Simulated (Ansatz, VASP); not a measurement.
## Two plane-wave programs on Cu

```
CELL_PARAMETERS angstrom
2.53147 0.00000 0.00000
-1.26574 2.19232 0.00000
0.00000 0.00000 4.14504
ATOMIC_POSITIONS crystal
Cu 0.33333 0.66667 0.25000
Cu 0.66667 0.33333 0.75000
```

Alike in both runs: task single point; functional PBE; k mesh 16 × 16 × 9; occupations fermi-dirac, width 0.1 eV; no spin polarisation.

|  | VASP | Ansatz |
| --- | --- | --- |
| version | VASP 6.6.1 | Ansatz 0.2.0 |
| potentials or method | VASP PAW PBE potentials, release 64 (Cu) | plane waves (420 eV) with PAW, scalar-relativistic |
| plane-wave cutoff (eV) | 520 | 420 |
| valence electrons in the cell | 22 | 38 |

```tsv
	VASP	Ansatz	Ansatz less VASP
pressure (GPa)	7.0	6.2	-0.79
largest component of the traceless stress (GPa)	0.15	0.13	-0.024
```

The functional is the same, so the differences come from potentials, cutoffs and numerics. The two sets of potentials don't hold the same shells in valence.
